Q: These eight images of a two-layer HfS2 slab differ only in bias. Which atom looks bright, and does another atom take over when I switch from filled to empty states?

Tersoff-Hamann STM images (s-wave tip) of a two-layer HfS2 slab, computed with Ansatz 0.2.0 using PBE+D3(BJ), plane-wave PAW, a 420 eV cutoff, a 27 × 27 × 1 k mesh and 0.05 eV Gaussian smearing, without spin polarization. Sample bias is counted from mid-gap. Densities are taken 4 Å above the top nucleus, and corrugation is at constant current set to that plane's mean density.

| bias (V) | log10 mean density (log10 of e/angstrom^3) | bright over dark | corrugation (Å) | brightest over | apparent barrier at 4 angstrom (eV) |
| --- | --- | --- | --- | --- | --- |
| -2.600 | -5.306 | 2.228 | 0.280 | S | 7.891 |
| -1.800 | -5.375 | 1.990 | 0.245 | S | 7.484 |
| -1.200 | -5.693 | 1.620 | 0.177 | S | 6.840 |
| -0.850 | -5.957 | 1.433 | 0.135 | S | 6.550 |
| 0.900 | -6.315 | 4.544 | 0.570 | S | 7.402 |
| 1.250 | -5.786 | 2.714 | 0.394 | S | 6.506 |
| 1.850 | -5.330 | 2.202 | 0.331 | S | 5.710 |
| 2.450 | -4.936 | 1.618 | 0.219 | S | 4.627 |

A: The topmost sulfur atom is brightest in every row, so the contrast never reverses. What changes is how strongly it stands out. The corrugation is the up-and-down travel of a tip that keeps the current constant, and it runs from 0.13 Å at -0.85 V to 0.57 Å at 0.9 V. "Bright over dark", the ratio of the largest to the smallest density on a plane 4 Å above the top atom, follows nearly the same order; only two pairs of rows swap places, -1.2 V with 2.45 V and -2.6 V with 1.85 V.

Negative bias images filled states and positive bias empty ones, counted from the middle of the gap. A larger bias of the same sign keeps all the earlier states and adds new ones. Atoms and geometry are identical throughout, so every difference between rows comes from which states are included.

Q: If sulfur is bright at positive bias too, are the empty states on sulfur?

A: No. In HfS2 the hafnium has formally given up its valence electrons, and the lowest empty states are mainly Hf 5d; that is established chemistry, which these images neither prove nor contradict. The tip feels only the part of a state that leaks into the vacuum. The top sulfur atom lies 1.44 Å closer to the tip than the hafnium below it, and at the decay rates found here the density drops by more than a factor of ten over such a distance. The modest sulfur share of a hafnium state can therefore dominate the picture.

Height does not explain everything, though. Hafnium in turn lies above the lower sulfur atom of the same layer, yet the image is darkest over hafnium in all rows. At 0.9 V the constant-current surface dips 0.35 Å below its mean over hafnium and only 0.01 Å over the lower sulfur. Something besides distance shapes the pattern.

Q: The image at 0.9 V is the dimmest of all. Are there simply too few states so close to the band edge?

A: That is the natural guess, and the state count refutes it. The range up to 0.9 V holds 0.58 states per cell, against 0.39 for the range down to -0.85 V. Even so, the mean density 4 Å above the surface is 2.3 times lower at 0.9 V.

The height of the plane gives a clue. The filled-state image is brighter by a factor of 1.9 at 3 Å and by 2.6 at 5 Å. The empty states therefore fade faster on their way to the tip, although the difference between the two decay rates narrows farther out. They are already weaker at 3 Å, however, and that part of the deficit may also reflect orbitals buried deeper in the layer; the data do not separate the two.

Q: Why would empty states fade faster? They lie higher in energy, so their barrier should be lower.

A: It would be, if energy were all that mattered. An electron outside the surface has too little energy to be there, and the larger the shortfall, the faster its wave dies away. If the wave also oscillates along the surface, part of its energy is tied up in that sideways motion. Less is left for the direction towards the tip, and the wave dies faster still.

In a formula, a wave with amplitude proportional to $e^{-\kappa z}$ at height $z$ has the apparent barrier

$$
b=\frac{\hbar^2\kappa^2}{2m}=(V-E)+\frac{\hbar^2k^2}{2m}.
$$

Here $V$ is the vacuum level, $E$ the energy of the state, $k$ its wave number along the surface and $m$ the electron mass. The first term is the energy shortfall, the second the cost of the sideways motion. The vacuum level lies 5.76 eV above mid-gap.

The filled states down to -0.85 V are a good test, because the upper edge of the valence band is known to lie near the centre of the Brillouin zone, where $k$ is small. Their energies alone predict a barrier between 6.37 and 6.61 eV. The decay of the mean density between 3 and 5 Å gives 6.52 eV. The formula has no adjustable constant, but the agreement is good only to a few tenths of an eV and depends on where the decay is read: 6.37 eV between 3 and 4 Å, 6.66 eV between 4 and 5 Å and 6.82 eV farther out. The rise is expected if the potential close to the surface still lies below the vacuum level. That cannot carry the barrier above 6.61 eV, though; the small overshoot is what one expects because these states, too, spread some way from the zone centre.

Q: Can you work through the same estimate for 0.9 V?

A: The mean density there is $7.81\times10^{-6}$ e/Å³ at 3 Å and $2.98\times10^{-8}$ e/Å³ at 5 Å, a ratio of 262. Density goes as the square of the amplitude, so over these 2 Å its logarithm falls by $2\kappa\times 2$ Å. With $\hbar^2/2m=3.81$ eV Å² this gives

$$
\kappa=\frac{\ln 262}{4\ \text{Å}}=1.39\ \text{Å}^{-1},\qquad b=3.81\times1.39^2\approx7.4\ \text{eV}.
$$

The imaged states lie between 0.62 and 0.90 eV above mid-gap, so their energy alone would give a barrier of only 4.9 to 5.1 eV. The remaining 2.4 eV is the cost of sideways motion. It corresponds to $k=\sqrt{2.4/3.81}\approx0.8$ Å⁻¹.

This fits what is known of the band structure: the lowest empty states lie near M, the middle of a zone edge, which here is 1.0 Å⁻¹ from the centre. The simplest version of the idea, with every state exactly at M, fails all the same. It would add 3.8 eV instead of 2.4 eV. A likely reason is that the states up to 0.9 V would fill 29% of one whole band, or about half that share of each if the two layers contribute one band apiece, so they spread well away from M, and those nearer the zone centre reach farther out and weigh more at the tip. A density resolved by wave vector would test this, but none is available.

Q: Does the sideways motion also explain why the 0.9 V image has such strong relief?

A: Theory says it should, and the way the relief changes with height supports it. Outside the surface, each state is a sum of plane waves with different sideways wave numbers. Near the zone centre one component is nearly uniform along the surface and, unless symmetry removes it, outlives the others. The atomic pattern needs the short-lived components, so it soon washes out. Near M, two components have almost the same wave number and fade almost together. Their interference keeps drawing bright and dark regions far from the surface.

The corrugation shows the difference clearly. Between 3 and 5 Å it falls to 53% of its value at 0.9 V, but to 17% at -0.85 V. The geometry is the same in both images, so atomic height cannot be the cause of this contrast in behaviour.

Interference may also explain the dark hafnium in the empty-state images, since two waves can cancel over an atom that carries much of the state. Where they cancel depends on their relative phase, and hence on the shape of the orbitals. I would call that a plausible guess, because the images do not resolve the phases.

For another layered semiconductor, then, ask first where in the zone the band edge lies. An edge near the centre favours a flat image that blurs quickly with height, while an edge near the zone boundary favours relief that lasts.

Q: Why does the corrugation grow with negative bias but shrink with positive bias?

A: Moving away from the gap changes the sideways motion in opposite directions on the two sides. To see this, subtract neighbouring rows of the same sign and look only at the states each step adds. For filled states, the excess of the barrier over the middle of the range expected from energy rises from almost zero to 2.5 eV. For empty states it falls from 2.4 to 0.3 eV.

The brightness follows. The step from -1.8 to -2.6 V adds 3.8 states per cell but raises the mean density by only 17%. The step from 1.85 to 2.45 V adds 1.7 states and multiplies the density by 2.5. Deep filled states face a high barrier and also spend energy sideways, while high empty states face a low barrier and spend little.

At positive bias, the newcomers are brighter per state and smoother, and they drown the sharp pattern of the band edge. At negative bias, they bring more sideways structure, so the relief grows. It still reaches only 0.28 Å at -2.6 V, although the last states added there have about the same excess as those at 0.9 V. These states are faint, and most of the density still comes from the smoother ones nearer the gap. The excess alone therefore does not fix the corrugation of an image; the mixture of states matters too.

Q: If I measured this surface, what would change, and which digits should I trust?

A: The bias values would change first. This functional gives a gap of 1.23 eV, whereas the one measured for bulk crystals is roughly 2 eV. With the larger gap and zero bias still at its middle, the band edges would sit near -1 and 1 V. The images at -0.85 and 0.9 V, which reach only 0.2 to 0.3 eV into the calculated bands, would then find no states at all. Doping moves the Fermi level away from mid-gap, and in a real semiconductor part of the voltage drops inside the sample, so compare images by how far they reach into a band and not by their nominal bias.

As for digits, the contrast between 0.13 and 0.57 Å deserves an explanation; the third decimal of a corrugation does not. The two images nearest the gap rest on only 22 and 24 symmetry-distinct energy levels of the wave-vector mesh, and there is no second mesh or thicker slab to show how far their values would move. The calculation also assumes a tip with a spherical orbital, and a real tip with a different orbital can change the relief. The result worth carrying to a measurement is the pairing of dimness with lasting relief at the empty-state edge: a dim image there need not mean that states are scarce.
